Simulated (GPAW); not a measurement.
Runs of GPAW 26.7.0 on AlN. It takes space group F-43m (No. 216, cubic). The conventional cell has a = 4.368 Å, b = 4.368 Å, c = 4.368 Å, α = 90.00°, β = 90.00°, γ = 90.00°. Al (site symmetry -43m) is surrounded by 4 N at 1.89 Å. N (site symmetry -43m) has 4 Al at 1.89 Å as nearest neighbours. Measurements of this composition are mostly on another form, of space group No. 186.

```csv
task,level,potentials or basis,cell,k mesh,cutoff (eV),smearing,maxiter,response ecut,kernel,over volumes,N frequencies,grid spacing,other keys,mesh quality,gap on the mesh (eV),pressure (GPa),V0 of scaled cells (Å³/atom),B0 (GPa)
single point,PBE,"GPAW PAW data sets (gpaw-data 1.2.1), pw",as given,8 × 8 × 8,650,fermi-dirac 0.01 eV,150,-,-,-,-,-,-,not flagged,3.30,(b),-,-
equation of state,LDA,"JTH PAW 2.0, LDA, pw",as given,10 × 10 × 10,800,fermi-dirac 0.05 eV,150,-,-,-,-,-,-,not flagged,-,-,10.21,212
equation of state,LDA,"the program's PAW data sets (release 1.2.1) made for this functional, pw",as given,10 × 10 × 10,800,fermi-dirac 0.05 eV,150,-,-,-,-,-,-,not flagged,-,-,(a),212
band structure,PBE,"GPAW PAW data sets (gpaw-data 1.2.1), fd",as given,10 × 10 × 10,-,fermi-dirac 0.05 eV,150,-,-,-,-,0.16 Å,-,not flagged,3.31,-,-,-
phonons,mBEEF,"GPAW PAW data sets (gpaw-data 1.2.1), pw",atoms relaxed,10 × 10 × 10,680,fermi-dirac 0.15 eV,80,-,-,-,-,-,"several, not listed",not flagged,4.11,-2.1,-,-
```

Alike in all rows: no spin polarisation.

Task: Fill in the values left out.

Result: (a) 10.31; (b) 2.4.

Caveats: the cutoff is short for stress and forces, so pressures can be off by a GPa or more (some runs); the program truncates these outside data sets (some runs); the LO-TO splitting is left out (some runs); the PAW data sets were made with another functional, which shifts forces and pressure a little (some runs).

A k mesh can miss the band edges.
